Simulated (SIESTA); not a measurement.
The system is SnO2 (Cassiterite).

```
CELL_PARAMETERS angstrom
4.73800 0.00000 0.00000
0.00000 4.73800 0.00000
0.00000 0.00000 3.18650
ATOMIC_POSITIONS crystal
Sn 0.50000 0.50000 0.50000
Sn 0.00000 0.00000 0.00000
O 0.80710 0.19290 0.50000
O 0.69290 0.69290 0.00000
O 0.19290 0.80710 0.50000
O 0.30710 0.30710 0.00000
```

Program: SIESTA 5.4.2. Alike in all runs: task band structure; cell as given; smearing fermi-dirac 0.05 eV; grid cutoff 800 Ry; energy shift 0.003 Ry.

Problem. Order these runs on this cell by their pressure, lowest first.
A. level PBE; potentials or basis PseudoDojo 0.4 standard (PBE files, fully relativistic), DZP (energy shift 0.003 Ry; two zetas on semicore shells); spin non-collinear, zero start, SOC; k mesh 4 × 4 × 6
B. level PBE; potentials or basis SG15 1.2 (PBE files) or PseudoDojo by element, DZP (energy shift 0.003 Ry; two zetas on semicore shells); spin off; k mesh 6 × 6 × 8
C. level PBE; potentials or basis PseudoDojo 0.4 standard (PBE files, fully relativistic), TZP (energy shift 0.003 Ry; two zetas on semicore shells); spin non-collinear, zero start, SOC; k mesh 4 × 4 × 6
D. level PBEsol; potentials or basis PseudoDojo 0.4 standard (PBEsol files), DZP (energy shift 0.003 Ry; two zetas on semicore shells); spin off; k mesh 6 × 6 × 8
E. level vdW-DF-cx; potentials or basis PseudoDojo 0.4 standard (PBE files), DZP (energy shift 0.003 Ry; two zetas on semicore shells); spin off; k mesh 6 × 6 × 8

Solution. D (11.2 GPa), E (13.3 GPa), C (16.1 GPa), A (17.8 GPa), B (19.7 GPa).

Caveats: the basis of atomic orbitals isn't converged, which shifts pressures, moduli and gaps; so large a pressure means that the cell lies far from this level's equilibrium, or that cutoff or potentials fall short (some runs); the potentials were made for another functional, which shifts forces and pressure (some runs).
